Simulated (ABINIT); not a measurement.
# PbS (Cmcm) in ABINIT: notebook

Aim: see how the results for PbS move with the level of theory and the settings. Levels: PBE, rPW86PBE. Tasks: band structure.

Program: ABINIT 10.8.3 (patched build). These are calculated values, not measurements. Logs are shortened: lines on timing, memory, paths and dates and some standing lists are left out, and cuts for length are marked. The log counts tension as positive stress, the text compression.

### 1 The structure

It takes space group Cmcm (No. 63, orthorhombic). The conventional cell has a = 4.160 Å, b = 11.983 Å, c = 4.279 Å, α = 90.00°, β = 90.00°, γ = 90.00°. Pb (site symmetry m2m) has 5 S at 2.69 to 2.99 Å as nearest neighbours. Around S (site symmetry m2m) lie 5 Pb at 2.69 to 2.99 Å.

Measurements of this composition are mostly on another form, of space group No. 225.

### 2 Band structure, PBE

Contents of run.abi:

```
ndtset 2

pp_dirpath "./"
pseudos "Pb.GGA_PBE-JTH.xml, S.GGA_PBE-JTH.xml"

acell 3*1.0
rprim
     3.9305409457   -11.3219102062     0.0000000000
     3.9305409457    11.3219102062     0.0000000000
     0.0000000000     0.0000000000     8.0867445760
ntypat 2
znucl 82 16
natom 4
typat 1 1 2 2
xred
     0.1305633500     0.8694366500     0.2500000000
     0.8694366500     0.1305633500     0.7500000000
     0.3547970900     0.6452029100     0.2500000000
     0.6452029100     0.3547970900     0.7500000000
chkprim 0
chksymtnons 0
tolsym 1.0e-6

ecut 22.0
pawecutdg 44.0

ixc 11

occopt 3
tsmear 0.00183747

nstep 100

iomode 3
prtwf 0
prteig 0
prtebands 0
enunit 1
prtden1 1

kptopt1 1
ngkpt1 7 7 6
nshiftk1 1
shiftk1 0.0 0.0 0.0
nband1 24
tolvrs1 1.0e-9

iscf2 -2
getden2 1
nband2 30
nbdbuf2 4
tolwfr2 1.0e-11
kptopt2 -11
ndivsm2 6
prteig2 1
prtvol2 -3
kptbounds2
     0.0000000000     0.0000000000     0.0000000000
     0.2801304242     0.2801304242     0.0000000000
     0.0000000000     0.5000000000     0.0000000000
     0.0000000000     0.5000000000     0.5000000000
     0.2801304242     0.2801304242     0.5000000000
     0.0000000000     0.0000000000     0.5000000000
     0.0000000000     0.0000000000     0.0000000000
    -0.5000000000     0.5000000000     0.0000000000
    -0.2801304242     0.7198695758     0.0000000000
    -0.2801304242     0.7198695758     0.5000000000
    -0.5000000000     0.5000000000     0.5000000000
    -0.5000000000     0.5000000000     0.0000000000
```

Potentials or basis: JTH PAW PBE v2.0.

Started as:

```bash
abinit run.abi > log 2>&1
```

run.abo:

```text
.Version 10.8.3 of ABINIT
 DATASET    1 : space group Cm c m (# 63); Bravais oC (1-face-center ortho.)
================================================================================
 Values of the parameters that define the memory need for DATASET  1.
     intxc =       0    ionmov =       0      iscf =      17    lmnmax =      18
     lnmax =       6     mgfft =      54  mpssoang =       3    mqgrid =    3001
     natom =       4  nloc_mem =       2    nspden =       1   nspinor =       1
    nsppol =       1      nsym =       8    n1xccc =       1    ntypat =       2
    occopt =       3   xclevel =       2
       mpw =        3566          nfft =      104976          nkpt =          64
 PAW method is used; the additional fine FFT grid is defined by:
   mgfftf=        72    nfftf =    259200
================================================================================
================================================================================

 DATASET    2 : space group Cm c m (# 63); Bravais oC (1-face-center ortho.)
================================================================================
 Values of the parameters that define the memory need for DATASET  2.
     intxc =       0    ionmov =       0      iscf =      -2    lmnmax =      18
     lnmax =       6     mgfft =      54  mpssoang =       3    mqgrid =    3001
     natom =       4  nloc_mem =       2    nspden =       1   nspinor =       1
    nsppol =       1      nsym =       8    n1xccc =       1    ntypat =       2
    occopt =       3   xclevel =       2
       mpw =        3578          nfft =      104976          nkpt =         152
 PAW method is used; the additional fine FFT grid is defined by:
   mgfftf=        72    nfftf =    259200
================================================================================
================================================================================

--------------------------------------------------------------------------------
------------- Echo of variables that govern the present computation ------------
--------------------------------------------------------------------------------
 -outvars: echo values of preprocessed input variables --------
            acell      1.0000000000E+00  1.0000000000E+00  1.0000000000E+00 Bohr
              amu      2.07200000E+02  3.20660000E+01
          chkprim           0
      chksymtnons           0
             ecut      2.20000000E+01 Hartree
           enunit           1
           getden1          0
           getden2          1
             iscf1         17
             iscf2         -2
              ixc          11
           jdtset        1    2
           kptopt1          1
           kptopt2        -11
         kptrlatt        7    0    0      0    7    0      0    0    6
          kptrlen1     4.85204675E+01
          kptrlen2     3.00000000E+01
            natom           4
            nband1         24
            nband2         30
           nbdbuf1          0
           nbdbuf2          4
           ndtset           2
           ndivsm1          0
           ndivsm2          6
            ngfft          54      54      36
          ngfftdg          72      72      50
             nkpt1         64
             nkpt2        152
            nstep         100
             nsym           8
           ntypat           2
           occopt           3
        pawecutdg      4.40000000E+01 Hartree
         pawxcdev           0
        prtebands           0
           prteig1          0
           prteig2          1
           prtvol1          0
           prtvol2         -3
            prtwf           0
            rprim      3.9305409457E+00 -1.1321910206E+01  0.0000000000E+00
                       3.9305409457E+00  1.1321910206E+01  0.0000000000E+00
                       0.0000000000E+00  0.0000000000E+00  8.0867445760E+00
           shiftk1     0.00000000E+00  0.00000000E+00  0.00000000E+00
           shiftk2     5.00000000E-01  5.00000000E-01  5.00000000E-01
[... 294 lines left out ...]
  4.0529E-01  4.0577E-01  4.1575E-01  4.4868E-01  4.6447E-01  5.3780E-01
 Non-SCF case, kpt    2 (  0.01556  0.01556  0.00000), residuals and eigenvalues=
[... 1495 lines left out ...]
 -4.0497E-01 -4.0427E-01 -4.0386E-01 -4.0307E-01 -2.7569E-01 -2.3387E-01
 -8.3103E-02 -1.4964E-02  9.3851E-02  9.6290E-02  1.2015E-01  1.2562E-01
  1.4407E-01  1.7470E-01  2.3532E-01  3.5018E-01  3.7056E-01  3.7899E-01
  3.9382E-01  4.1772E-01  4.3524E-01  4.6476E-01  4.7723E-01  5.4693E-01
 Non-SCF case, kpt  152 ( -0.50000  0.50000  0.00000), residuals and eigenvalues=
  5.26E-12  4.97E-12  6.44E-12  9.56E-12  5.69E-12  5.81E-12  4.65E-12  8.39E-12
  9.45E-12  8.54E-12  9.31E-12  3.29E-12  4.74E-12  5.79E-12  3.01E-12  6.47E-12
  2.00E-12  1.87E-12  7.92E-12  1.17E-12  1.35E-12  8.92E-12  9.53E-13  1.51E-12
  1.24E-12  3.85E-12  4.69E-12  8.13E-10  9.32E-11  2.85E-05
[... 17 lines left out ...]
etotal    :  -1.43129055E+02
entropy   :   0.00000000E+00
fermie    :   2.13673555E-01
cartesian_stress_tensor: null
pressure_GPa: null
xred      :
- [  1.3056E-01,   8.6944E-01,   2.5000E-01, Pb]
- [  8.6944E-01,   1.3056E-01,   7.5000E-01, Pb]
- [  3.5480E-01,   6.4520E-01,   2.5000E-01,  S]
- [  6.4520E-01,   3.5480E-01,   7.5000E-01,  S]
cartesian_forces: null
force_length_stats: {min: null, max: null, mean: null, }
...

 Integrated electronic density in atomic spheres:
 ------------------------------------------------
 Atom  Sphere_radius  Integrated_density
    1        2.40264         11.31986812
    2        2.40264         11.31986812
    3        1.90380          3.53094771
    4        1.90380          3.53094771

================================================================================

 ----iterations are completed or convergence reached----

 Mean square residual over all n,k,spin=   52.437E-13; max=  99.989E-13
 reduced coordinates (array xred) for    4 atoms
       0.130563350000      0.869436650000      0.250000000000
       0.869436650000      0.130563350000      0.750000000000
       0.354797090000      0.645202910000      0.250000000000
       0.645202910000      0.354797090000      0.750000000000

 cartesian coordinates (angstrom) at end:
    1      2.07995269357450     4.42680928292723     1.06983023427738
    2      2.07995269357450    -4.42680928292723     3.20949070283213
    3      2.07995269357450     1.73990747776661     1.06983023427738
    4      2.07995269357450    -1.73990747776661     3.20949070283213
 length scales=  1.000000000000  1.000000000000  1.000000000000 bohr
              =  0.529177210544  0.529177210544  0.529177210544 angstroms
 Eigenvalues (   eV  ) for nkpt= 152  k points:
 kpt#   1, nband= 30, wtk=  1.00000, kpt=  0.0000  0.0000  0.0000 (reduced coord)
 -11.16338  -11.07069  -11.06509  -11.06146  -11.02245  -11.01821  -11.00975  -11.00659
 -10.99145  -10.94763   -7.75009   -5.95854   -1.58279   -0.63675    1.03288    2.29399
   2.84863    3.57527    3.74919    4.73094    9.89009    9.96416   10.10236   10.80472
  11.02861   11.04164   11.31319   12.20932   12.63884   14.63428
 kpt#   2, nband= 30, wtk=  1.00000, kpt=  0.0156  0.0156  0.0000 (reduced coord)
 -11.16280  -11.07030  -11.06467  -11.06143  -11.02255  -11.01848  -11.01000  -11.00660
 -10.99170  -10.94767   -7.74430   -5.95801   -1.59375   -0.65762    1.03860    2.30233
   2.85777    3.59552    3.75518    4.72931    9.70770    9.97484   10.24374   10.77152
  10.97962   11.01302   11.31982   12.22698   12.63847   14.56563
 kpt#   3, nband= 30, wtk=  1.00000, kpt=  0.0311  0.0311  0.0000 (reduced coord)
 -11.16109  -11.06914  -11.06342  -11.06133  -11.02285  -11.01930  -11.01074  -11.00663
 -10.99244  -10.94779   -7.72698   -5.95656   -1.62592   -0.71893    1.05611    2.32727
   2.88499    3.65470    3.77297    4.72439    9.42208    9.99983   10.40504   10.67418
  10.84156   10.93463   11.34350   12.28175   12.63965   14.52540
 kpt#   4, nband= 30, wtk=  1.00000, kpt=  0.0467  0.0467  0.0000 (reduced coord)
 -11.15831  -11.06729  -11.06138  -11.06119  -11.02335  -11.02063  -11.01192  -11.00664
[... 729 lines left out ...]
 -11.15619  -11.06468  -11.05439  -11.03411  -11.02846  -11.02808  -11.01702  -11.00153
 -10.99000  -10.96838   -7.48684   -6.35714   -2.29574   -0.48088    2.57701    2.65067
   3.25021    3.52726    3.93548    4.75386    6.41960    9.23255   10.10754   10.52920
  10.58700   11.28453   11.79354   12.65435   12.99023   14.74530
 kpt# 151, nband= 30, wtk=  1.00000, kpt= -0.5000  0.5000  0.0313 (reduced coord)
 -11.15740  -11.06580  -11.05536  -11.03092  -11.02881  -11.02758  -11.01974  -11.00079
 -10.98969  -10.96801   -7.50203   -6.36391   -2.26134   -0.40718    2.55381    2.62018
   3.26950    3.41825    3.92047    4.75378    6.40333    9.52891   10.08346   10.31285
  10.71642   11.36662   11.84344   12.64675   12.98617   14.88265
 kpt# 152, nband= 30, wtk=  1.00000, kpt= -0.5000  0.5000  0.0000 (reduced coord)
 -11.15781  -11.06618  -11.05569  -11.02940  -11.02893  -11.02740  -11.02110  -11.00053
 -10.98959  -10.96789   -7.50710   -6.36621   -2.24962   -0.38182    2.54605    2.60991
   3.29294    3.36411    3.91540    4.75366    6.39793    9.68872   10.07429   10.17854
  10.76228   11.39447   11.86200   12.64442   12.98537   14.79269

== END DATASET(S) ==============================================================
================================================================================

 -outvars: echo values of variables after computation  --------
            acell      1.0000000000E+00  1.0000000000E+00  1.0000000000E+00 Bohr
           etotal1    -1.4312905477E+02
            fcart1     9.2516602795E-20  1.6760712134E-03 -1.4632480929E-31
                       3.4882811284E-19 -1.6760712134E-03  4.8774936429E-32
                      -4.3533308029E-19 -2.2154249759E-03  4.8774936429E-32
                      -6.0116353443E-21  2.2154249759E-03  4.8774936429E-32
            rprim      3.9305409457E+00 -1.1321910206E+01  0.0000000000E+00
                       3.9305409457E+00  1.1321910206E+01  0.0000000000E+00
                       0.0000000000E+00  0.0000000000E+00  8.0867445760E+00
           strten1    -3.4405034110E-05 -4.9377443116E-05 -3.2188705964E-05
                       0.0000000000E+00  0.0000000000E+00  0.0000000000E+00
           xangst      2.0799526936E+00  4.4268092829E+00  1.0698302343E+00
                       2.0799526936E+00 -4.4268092829E+00  3.2094907028E+00
                       2.0799526936E+00  1.7399074778E+00  1.0698302343E+00
                       2.0799526936E+00 -1.7399074778E+00  3.2094907028E+00
             xred      1.3056335000E-01  8.6943665000E-01  2.5000000000E-01
                       8.6943665000E-01  1.3056335000E-01  7.5000000000E-01
                       3.5479709000E-01  6.4520291000E-01  2.5000000000E-01
                       6.4520291000E-01  3.5479709000E-01  7.5000000000E-01
 Calculation completed.
```

Wall time 26 min (1 thread of Arm Neoverse N1, shared host); peak memory 0.41 GiB.

Results:

```yaml
Free_energy: -3894.7400 eV
Pressure: 1.1 GPa
Largest_force: 0.114 eV/Å
Band_gap_on_the_k_mesh: 1.25 eV, indirect (least direct gap 1.42 eV)
Band_gap_along_the_path: 1.12 eV, indirect (least direct gap 1.18 eV)
Valence_electrons_inside_the_program's_atomic_spheres: Pb 11.32; S 3.53
```

Forces in eV/Å, atoms in the order of the input:
```
Pb   0.000  0.086  0.000
Pb   0.000 -0.086  0.000
S    0.000 -0.114  0.000
S    0.000  0.114  0.000
```

Stress tensor (GPa, compression positive):
```
1.01 0.00 0.00
0.00 1.45 0.00
0.00 0.00 0.95
```

Levels at the corners of the path, in eV from the valence-band top:
```csv
point,band 18,band 19,band 20,band 21,band 22,band 23
Γ,-1.70,-1.53,-0.54,4.62,4.69,4.83
X,-1.27,-0.71,-0.29,1.61,1.78,2.05
S,-1.21,-0.42,-0.41,1.73,1.82,2.18
R,-3.15,-1.49,-1.49,3.38,3.38,5.21
A,-2.81,-1.51,-1.51,3.18,3.18,5.66
Z,-1.16,-0.16,-0.16,1.77,1.77,2.74
Γ,-1.70,-1.53,-0.54,4.62,4.69,4.83
Y,-1.91,-1.36,-0.52,1.12,4.41,4.80
X1,-1.27,-0.71,-0.29,1.61,1.78,2.05
A1,-2.81,-1.51,-1.51,3.18,3.18,5.66
T,-1.26,-0.52,-0.52,1.64,1.64,3.15
Y,-1.91,-1.36,-0.52,1.12,4.41,4.80
```

Caveat: spin-orbit coupling is left out, which as a rule narrows the gap of such compounds by several tenths of an eV; the mesh misses the band edges, which the band path finds closer together.

### 3 Band structure, rPW86PBE

run.abi: that of step 2 with these lines changed.

```diff
@@ -3,3 +3,3 @@
 pp_dirpath "./"
-pseudos "Pb.GGA_PBE-JTH.xml, S.GGA_PBE-JTH.xml"
+pseudos "Pb.GGA_PBE-JTH_sp.xml, S.GGA_PBE-JTH.xml"
 
@@ -23,6 +23,6 @@
 
-ecut 22.0
-pawecutdg 44.0
+ecut 20.0
+pawecutdg 40.0
 
-ixc 11
+ixc -144130
 
@@ -37,4 +37,6 @@
 prtebands 0
-enunit 1
 prtden1 1
+prtvha1 1
+prtvclmb1 1
+prtpot1 1
 
@@ -44,3 +46,3 @@
 shiftk1 0.0 0.0 0.0
-nband1 24
+nband1 14
 tolvrs1 1.0e-9
@@ -49,3 +51,3 @@
 getden2 1
-nband2 30
+nband2 20
 nbdbuf2 4
@@ -53,3 +55,3 @@
 kptopt2 -11
-ndivsm2 6
+ndivsm2 8
 prteig2 1
```

Potentials or basis: JTH PAW PBE v2.0 sp.

Started as:

```bash
abinit run.abi > log 2>&1
```

Run time: 14 min. Hardware: 1 thread of Arm Neoverse N1, shared host; peak memory 0.37 GiB.

It converged, with:

| Item | Value |
| --- | --- |
| Free energy | -767.5541 eV |
| Pressure | 4.4 GPa |
| Largest force | 0.423 eV/Å |
| Band gap on the k mesh | 1.22 eV, indirect (least direct gap 1.42 eV) |
| Band gap along the path | 1.07 eV, indirect (least direct gap 1.17 eV) |
| Valence electrons inside the program's atomic spheres | Pb 2.55; S 3.56 |

Forces on the atoms (eV/Å):
```
Pb   0.000  0.423  0.000
Pb   0.000 -0.423  0.000
S    0.000 -0.395  0.000
S    0.000  0.395  0.000
```

Stress tensor (GPa, compression positive):
```
4.01 0.00 0.00
0.00 5.18 0.00
0.00 0.00 4.00
```

Levels at the corners of the path, in eV from the valence-band top:
| point | band 8 | band 9 | band 10 | band 11 | band 12 | band 13 |
| --- | --- | --- | --- | --- | --- | --- |
| Γ | -1.67 | -1.48 | -0.52 | 4.57 | 4.75 | 4.80 |
| X | -1.28 | -0.71 | -0.30 | 1.62 | 1.76 | 2.04 |
| S | -1.22 | -0.43 | -0.41 | 1.73 | 1.82 | 2.16 |
| R | -3.13 | -1.48 | -1.48 | 3.35 | 3.35 | 5.20 |
| A | -2.79 | -1.51 | -1.51 | 3.16 | 3.16 | 5.61 |
| Z | -1.17 | -0.18 | -0.18 | 1.79 | 1.79 | 2.73 |
| Γ | -1.67 | -1.48 | -0.52 | 4.57 | 4.75 | 4.80 |
| Y | -1.88 | -1.31 | -0.50 | 1.08 | 4.40 | 4.89 |
| X1 | -1.28 | -0.71 | -0.30 | 1.62 | 1.76 | 2.04 |
| A1 | -2.79 | -1.51 | -1.51 | 3.16 | 3.16 | 5.61 |
| T | -1.27 | -0.51 | -0.51 | 1.62 | 1.62 | 3.12 |
| Y | -1.88 | -1.31 | -0.50 | 1.08 | 4.40 | 4.89 |

Caveat: the PAW data sets were made with another functional, which shifts forces and pressure a little; spin-orbit coupling is left out, which as a rule narrows the gap of such compounds by several tenths of an eV; this set keeps more shells in the core, which shifts pressures and gaps; the mesh misses the band edges, which the band path finds closer together.

### 4 Band structure, rPW86PBE

run.abi: that of step 3 with these lines changed.

```diff
@@ -1,6 +1,9 @@
+# Datasets: ground state, then fixed potential
 ndtset 2
 
+# Pseudopotentials
 pp_dirpath "./"
-pseudos "Pb.GGA_PBE-JTH_sp.xml, S.GGA_PBE-JTH.xml"
+pseudos "Pb.GGA_PBE-JTH.xml, S.GGA_PBE-JTH.xml"
 
+# Structure
 acell 3*1.0
@@ -23,12 +26,17 @@
 
-ecut 20.0
-pawecutdg 40.0
+# Plane-wave basis
+ecut 22.0
+pawecutdg 44.0
 
+# Exchange and correlation
 ixc -144130
 
+# Bands and occupations
 occopt 3
-tsmear 0.00183747
+tsmear 0.05 eV
 
+# SCF cycle
 nstep 100
 
+# Output
 iomode 3
@@ -37,2 +45,3 @@
 prtebands 0
+enunit 1
 prtden1 1
@@ -42,2 +51,3 @@
 
+# Dataset 1
 kptopt1 1
@@ -46,8 +56,9 @@
 shiftk1 0.0 0.0 0.0
-nband1 14
+nband1 24
 tolvrs1 1.0e-9
 
+# Dataset 2: bands along G-X-S-R-A-Z-G-Y-X1-A1-T-Y
 iscf2 -2
 getden2 1
-nband2 20
+nband2 30
 nbdbuf2 4
@@ -55,5 +66,4 @@
 kptopt2 -11
-ndivsm2 8
+ndivsm2 5
 prteig2 1
-prtvol2 -3
 kptbounds2
```

Potentials or basis: JTH PAW PBE v2.0.

Started as:

```bash
abinit run.abi > log 2>&1
```

Run time: 24 min. Hardware: 1 thread of Arm Neoverse N1, shared host; peak memory 0.37 GiB.

The run converged. Its results:

```
Free energy                                           : -3893.1325 eV
Pressure                                              : 4.0 GPa
Largest force                                         : 0.297 eV/Å
Band gap on the k mesh                                : 1.25 eV, indirect (least direct gap 1.43 eV)
Band gap along the path                               : 1.11 eV, indirect (least direct gap 1.20 eV)
Valence electrons inside the program's atomic spheres : Pb 11.32; S 3.56
```

Forces in eV/Å, atoms in the order of the input:
```
Pb   0.000  0.297  0.000
Pb   0.000 -0.297  0.000
S    0.000 -0.251  0.000
S    0.000  0.251  0.000
```

Stress tensor (GPa, compression positive):
```
3.96 0.00 0.00
0.00 4.19 0.00
0.00 0.00 3.94
```

Levels at the corners of the path, in eV from the valence-band top:
| point | band 18 | band 19 | band 20 | band 21 | band 22 | band 23 |
| --- | --- | --- | --- | --- | --- | --- |
| Γ | -1.68 | -1.51 | -0.54 | 4.61 | 4.79 | 4.84 |
| X | -1.24 | -0.68 | -0.28 | 1.63 | 1.78 | 2.06 |
| S | -1.18 | -0.40 | -0.39 | 1.75 | 1.84 | 2.19 |
| R | -3.11 | -1.47 | -1.47 | 3.38 | 3.38 | 5.19 |
| A | -2.78 | -1.50 | -1.50 | 3.16 | 3.16 | 5.66 |
| Z | -1.13 | -0.15 | -0.15 | 1.81 | 1.81 | 2.74 |
| Γ | -1.68 | -1.51 | -0.54 | 4.61 | 4.79 | 4.84 |
| Y | -1.89 | -1.34 | -0.51 | 1.12 | 4.38 | 4.92 |
| X1 | -1.24 | -0.68 | -0.28 | 1.63 | 1.78 | 2.06 |
| A1 | -2.78 | -1.50 | -1.50 | 3.16 | 3.16 | 5.66 |
| T | -1.23 | -0.50 | -0.50 | 1.64 | 1.64 | 3.15 |
| Y | -1.89 | -1.34 | -0.51 | 1.12 | 4.38 | 4.92 |

Caveat: the PAW data sets were made with another functional, which shifts forces and pressure a little; spin-orbit coupling is left out, which as a rule narrows the gap of such compounds by several tenths of an eV; the mesh misses the band edges, which the band path finds closer together.

### 5 Summary

```tsv
level	potentials or basis	cutoff (eV)	fine-grid cutoff	gap on the mesh (eV)	pressure (GPa)	largest force (eV/Å)
PBE	JTH PAW PBE v2.0	599	1197.3 eV	1.25	1.1	0.11
rPW86PBE	JTH PAW PBE v2.0 sp	544	1088.46 eV	1.22	4.4	0.42
rPW86PBE	JTH PAW PBE v2.0	599	1197.3 eV	1.25	4.0	0.30
```

Alike in all rows: task band structure; no spin polarisation; cell as given; k mesh 7 × 7 × 6; smearing fermi-dirac 0.05 eV.

Caveats: spin-orbit coupling is left out, which as a rule narrows the gap of such compounds by several tenths of an eV; the mesh misses the band edges, which the band path finds closer together; the PAW data sets were made with another functional, which shifts forces and pressure a little (some runs); this set keeps more shells in the core, which shifts pressures and gaps (some runs).

Total energies depend on the potentials used, so only differences within one code and one set of settings carry meaning.
